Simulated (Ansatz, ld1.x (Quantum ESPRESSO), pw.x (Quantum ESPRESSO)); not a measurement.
**platinum (Pt): one change to the ultrasoft potential, in the atom and in the sc crystal**

platinum (Pt), ultrasoft, made with ld1.x (Quantum ESPRESSO) 7.5 (PBE, scalar-relativistic). Core [Xe] 4f14, reference 5d9 6s1 6p0. Waves: 6s (bound): rcut 2.15, rcutus 2.70 bohr; 6s channel at 2.3 Ry: rcut 2.15, rcutus 2.70 bohr; 6p (bound, empty): rcut 3.90, rcutus 4.30 bohr; 6p channel at 0.95 Ry: rcut 3.90, rcutus 4.30 bohr; 5d (bound): rcut 1.40, rcutus 1.45 bohr; 5d channel at 2.9 Ry: rcut 1.40, rcutus 1.45 bohr. Local part: all-electron potential smoothed inside 2.05 bohr (lloc = -1). Core correction: Bessel-smoothed model core inside 1.20 bohr. Augmentation charge: PSQ, inside the norm-conserving radii.

Change: type TM; waves now 6s (bound): rc 2.70 bohr; 5d (bound): rc 1.45 bohr; 6p (bound): rc 4.30 bohr; local potential the p channel.

Cutoffs, loose and tight: the cutoffs (Ry, on a coarse ladder) from which the occupation-weighted sum of valence levels, in a spherical-Bessel basis at the reference potential, stays within 10 and 1 mRy of its value at 400 Ry. They do not see the model core or the augmentation charge, which bear on the density cutoff. Test errors are all-electron minus pseudo excitation energies from the reference, over the configurations 5d9 6s0 6p0; 5d8 6s0 6p0; 5d7 6s0 6p0; 5d8 6s1 6p0; 5d8 6s2 6p0; 5d9 6s0 6p1; 5d9.5 6s0.5 6p0; variants that change the core or the reference have their own tests.

Crystal test: sc Pt in pw.x 7.5, no spin, 12³ k-points, Fermi–Dirac smearing 0.01 Ry, cutoffs set for each file from its atomic test. The reference is all-electron LAPW (Ansatz 0.2.0) with the same functional, mesh and smearing; V0 and B0 come from Birch–Murnaghan fits to the pressures at five volumes. Errors are pseudo minus all-electron; Δ is the rms difference of the E(V) curves that follow from these fits, minima aligned, over ±6 % about the mean V0. Mesh and smearing are coarse, so the numbers serve the comparison and aren't converged zero-temperature values; the lattice is a test structure that the element need not adopt.

All-electron: a0 = 2.626 Å (V0 = 18.11 Å³/atom), B0 = 184.3 GPa.

Q: Does the change bring the crystal closer to the all-electron result?

A: The mean pressure error goes from +6.94 to -12.93 GPa, so the change moves the solid further from the all-electron pressures.

| quantity | base | changed |
| --- | --- | --- |
| outcome (atom) | generated | generated |
| cutoff, loose (atom) | 50 Ry | 40 Ry |
| cutoff, tight (atom) | 90 Ry | 80 Ry |
| bound ghosts (atom) | none | none |
| largest test error (meV) (atom) | -252 | -62 over the solved tests; 2 of 7 tests not solved or not reliable |
| cutoffs in pw.x (Ry) | 110/880 | 100/400 |
| a0 (Å) | 2.656 | – |
| a0 error (%) | +1.12 | – |
| B0 error (%) | +2.2 | – |
| Δ (meV/atom) | 25.7 | – |
| mean pressure error (GPa) | +6.94 | -12.93 |

A dash: not determined, or the minimum lies outside the volumes sampled.

Base: The largest radius (4.30 bohr) exceeds half the bond length (2.49 bohr), so the spheres overlap, which is one possible source of error among others. This is a poor potential for the solid. Changed file: The largest radius (4.30 bohr) exceeds half the bond length (2.49 bohr), so the spheres overlap, which is one possible source of error among others. This is a poor potential for the solid. Atomic configuration tests: 2 of 7 tests not solved or not reliable. The atomic cutoffs weigh occupied waves only.
